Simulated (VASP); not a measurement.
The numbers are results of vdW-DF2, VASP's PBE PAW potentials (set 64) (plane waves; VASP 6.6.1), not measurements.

VASP input:

INCAR:
```
SYSTEM = BaF2
PREC = Accurate; ENCUT = 520; LREAL = .FALSE.
LASPH = .TRUE.
EDIFF = 1E-7; NELM = 100; ALGO = Normal
LMAXMIX = 4
ISMEAR = 0; SIGMA = 0.05
GGA = ML; LUSE_VDW = .TRUE.; AGGAC = 0.0
ZAB_VDW = -1.8867
ISIF = 2
LWAVE = .FALSE.; LCHARG = .FALSE.
```

**POSCAR**
```
BaF2
4.4906550
  0.0000000000   0.7071068516   0.7071068516
  0.7071068516   0.0000000000   0.7071068516
  0.7071068516   0.7071068516   0.0000000000
Ba F
1 2
direct
  0.0000000000   1.0000000000   0.0000000000
  0.2500000000   0.2500000000   0.2500000000
  0.7500000000   0.7500000000   0.7500000000
```

### KPOINTS
```
kpoints
0
G
6 6 6
0 0 0
```

POTCAR, in this order: Ba_sv F (PBE.64 set). Program: vasp_std.

What VASP printed:

OSZICAR:
```
       N       E                     dE             d eps       ncg     rms          rms(c)
DAV:   1     0.164277891810E+03    0.16428E+03   -0.12918E+04   512   0.137E+03
DAV:   2    -0.806416499102E+01   -0.17234E+03   -0.17006E+03   672   0.295E+02
DAV:   3    -0.145669202037E+02   -0.65028E+01   -0.64960E+01   680   0.660E+01
DAV:   4    -0.146732121922E+02   -0.10629E+00   -0.10627E+00   712   0.724E+00
DAV:   5    -0.146773688119E+02   -0.41566E-02   -0.41566E-02   664   0.924E-01    0.956E+00
DAV:   6    -0.121987476396E+02    0.24786E+01   -0.13805E+01   512   0.296E+01    0.415E+00
DAV:   7    -0.121560237575E+02    0.42724E-01   -0.62932E-01   640   0.756E+00    0.211E+00
DAV:   8    -0.120909644813E+02    0.65059E-01   -0.14602E-01   536   0.417E+00    0.347E-01
DAV:   9    -0.120861709883E+02    0.47935E-02   -0.16617E-02   584   0.913E-01    0.136E-01
DAV:  10    -0.120842579242E+02    0.19131E-02   -0.53355E-03   528   0.547E-01    0.704E-02
DAV:  11    -0.120841108534E+02    0.14707E-03   -0.97865E-04   664   0.215E-01    0.138E-02
DAV:  12    -0.120841041074E+02    0.67460E-05   -0.25355E-05   528   0.444E-02    0.887E-03
DAV:  13    -0.120841023145E+02    0.17929E-05   -0.84904E-06   680   0.186E-02    0.744E-04
DAV:  14    -0.120841023389E+02   -0.24435E-07   -0.26204E-07   536   0.464E-03
   1 F= -.12084102E+02 E0= -.12084102E+02  d E =-.165399E-10
```

### OUTCAR
```
------------------------ aborting loop because EDIFF is reached ----------------------------------------
  FORCE on cell =-STRESS in cart. coord.  units (eV):
  Direction    XX          YY          ZZ          XY          YZ          ZX
  --------------------------------------------------------------------------------------
  Total       -0.0062975     -0.0062975     -0.0062975      0.0000000      0.0000000      0.0000000
  in kB       -0.1575679     -0.1575679     -0.1575679      0.0000000      0.0000000      0.0000000
  external PRESSURE =      -0.1575679 kB  Pullay stress =       0.0000000 kB
  volume of cell :       64.03
      direct lattice vectors                 reciprocal lattice vectors
     0.000000000  3.175372919  3.175372919    -0.157461820  0.157461820  0.157461820
     3.175372919  0.000000000  3.175372919     0.157461820 -0.157461820  0.157461820
     3.175372919  3.175372919  0.000000000     0.157461820  0.157461820 -0.157461820
 POSITION                                       TOTAL-FORCE (eV/Angst)
 -----------------------------------------------------------------------------------
      0.00000      0.00000      0.00000         0.000000     -0.000000      0.000000
      1.58769      1.58769      1.58769        -0.000000     -0.000000      0.000000
      4.76306      4.76306      4.76306         0.000000      0.000000     -0.000000
 -----------------------------------------------------------------------------------
    total drift:                                0.000000      0.000000      0.000000
  FREE ENERGIE OF THE ION-ELECTRON SYSTEM (eV)
  ---------------------------------------------------
  free  energy   TOTEN  =       -12.0841023389 eV

  energy  without entropy=      -12.0841023389  energy(sigma->0) =      -12.08410234
```
(Selected blocks of OUTCAR.)

File OUTCAR:
```
 val. band max:       -2.6832357916   @ k =  -0.1667   0.1667   0.0000

 cond. band min:       3.4088821923   @ k =   0.0000   0.0000   0.0000


 Fermi energy:        -2.4687913913

 k-point     1 :       0.0000    0.0000    0.0000
  band No.  band energies     occupation
      1     -25.7243      2.00000
      2     -21.4344      2.00000
      3     -21.4125      2.00000
      4     -10.6058      2.00000
      5     -10.6058      2.00000
      6     -10.6058      2.00000
      7      -3.9455      2.00000
      8      -3.9455      2.00000
      9      -3.9455      2.00000
     10      -2.7329      2.00000
     11      -2.7329      2.00000
     12      -2.7329      2.00000
     13       3.4089      0.00000
     14       6.3482      0.00000
     15       6.3482      0.00000
     16       8.3650      0.00000

 k-point     2 :       0.1667    0.0000    0.0000
  band No.  band energies     occupation
      1     -25.6904      2.00000
      2     -21.4757      2.00000
      3     -21.4319      2.00000
      4     -10.6471      2.00000
      5     -10.6371      2.00000
      6     -10.6371      2.00000
      7      -3.8499      2.00000
      8      -3.8499      2.00000
      9      -3.7171      2.00000
     10      -2.9028      2.00000
     11      -2.7691      2.00000
     12      -2.7691      2.00000
     13       3.9753      0.00000
     14       6.2966      0.00000
     15       6.2966      0.00000
     16       8.0630      0.00000

 k-point     3 :       0.3333    0.0000    0.0000
  band No.  band energies     occupation
      1     -25.6200      2.00000
      2     -21.5603      2.00000
      3     -21.4719      2.00000
      4     -10.7214      2.00000
      5     -10.6979      2.00000
      6     -10.6979      2.00000
      7      -3.6708      2.00000
      8      -3.6708      2.00000
      9      -3.2587      2.00000
     10      -3.1625      2.00000
     11      -2.8250      2.00000
     12      -2.8250      2.00000
     13       5.0981      0.00000
...
```

Unless said otherwise, spin-orbit coupling is left out, though it shifts the bands of the heavy elements here.

The compound is BaF2 in the fluorite structure. It was relaxed first, which changed the volume by +7 %.
